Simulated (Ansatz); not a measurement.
# SnO: the cost of one run

Method: DFT PBE+D3(BJ), scalar-relativistic, plane waves, PAW, in Ansatz 0.2.0.

10 further runs of the same task are left out: 1 that didn't finish, 9 set aside as unsound or not needed. Runs told in other sessions of the task aren't counted.

## Step 1: Starting point

Symmetry: Pmma, No. 51, orthorhombic system. Conventional cell: a = 3.820 Å, b = 3.820 Å, c = 22.226 Å, α = 90.00°, β = 90.00°, γ = 90.00°. Around Sn (site symmetry mm2) lie 4 O at 2.25 Å. Around O (site symmetry mm2) lie 4 Sn at 2.25 Å.

Coordinates:

```
CELL_PARAMETERS angstrom
3.82016 0.00000 0.00000
0.00000 3.82016 0.00000
0.00000 0.00000 22.22608
ATOMIC_POSITIONS crystal
Sn 0.75000 0.25000 0.20246
O 0.25000 0.25000 0.25559
O 0.75000 0.75000 0.25559
Sn 0.25000 0.75000 0.30870
Sn 0.25000 0.25000 0.49733
O 0.75000 0.25000 0.55044
O 0.25000 0.75000 0.55045
Sn 0.75000 0.75000 0.60357
```

This is the geometry of the first run shown, built on a cell relaxed beforehand with the same method.

## Step 2: The scan

Atoms count from 1 in the order of the input.

The upper layer of a bilayer is slid over the lower one; relaxed at each slide: the heights of all atoms; the origin of the map has Sn5 above Sn4.

The axes are (1) slide of the upper layer along the first cell vector, from Sn5 above Sn4: 8 values from 0.000 to 0.875, periodic; (2) slide of the upper layer along the second cell vector, from Sn5 above Sn4: 8 values from 0.000 to 0.875, periodic.

Relaxed at each point: the heights of all atoms. Points are written as (first, second).

The two vectors of the plane (Å): (3.820, 0.000, 0.000); (0.000, 3.820, 0.000).

## Step 3: Grid point (0/8, 4/8) of the map's two axes

Contents of input.yaml:

```yaml
crystal:
  lattice:
    - [3.8201634548, 0.0, 0.0]
    - [0.0, 3.8201634548, 0.0]
    - [0.0, 0.0, 22.22608119]
  atoms:
    - { symbol: Sn, position: [0.75, 0.25, 0.2024648413] }
    - { symbol: O, position: [0.25, 0.25, 0.255588117] }
    - { symbol: O, position: [0.75, 0.75, 0.2555912048] }
    - { symbol: Sn, position: [0.25, 0.75, 0.3087028646] }
    - { symbol: Sn, position: [0.25, 1.25, 0.4973310004] }
    - { symbol: O, position: [-0.25, 1.25, 0.5504441305] }
    - { symbol: O, position: [0.25, 1.75, 0.5504472125] }
    - { symbol: Sn, position: [-0.25, 1.75, 0.6035707854] }
basis:
  ecutwfc: 420
kpoints:
  mp_grid: { grid: [7, 7, 1] }
hamiltonian:
  xc: pbe
  pseudopotentials: { kind: paw, azcp: { folder: soft_1 } }
  dispersion: d3bj
scf:
  occupations: { method: gaussian, width: 0.05 }
output:
  forces: true
  eigenvalues: true
relax:
  adjacent_minimum: "off"
  f_tol: 0.003
  max_steps: 20
  constraints: [{ site: 0 }, { sites: [1, 2, 3, 4, 5, 6, 7], fix: xy }]
efield:
  axis: 3
  dipole_correction: true
  ramp_width: 0.04
```

Started as:

```console
ansatz run input.yaml --threads 2 --pin off --max-ram 6144MiB --backend cpu --events-out ev --progress --plain --runs-dir out
```

What time and memory should one allow on 2 threads of Intel Xeon Platinum 8488C (Sapphire Rapids), shared host?

About 70 s, with a peak of 0.66 GiB.
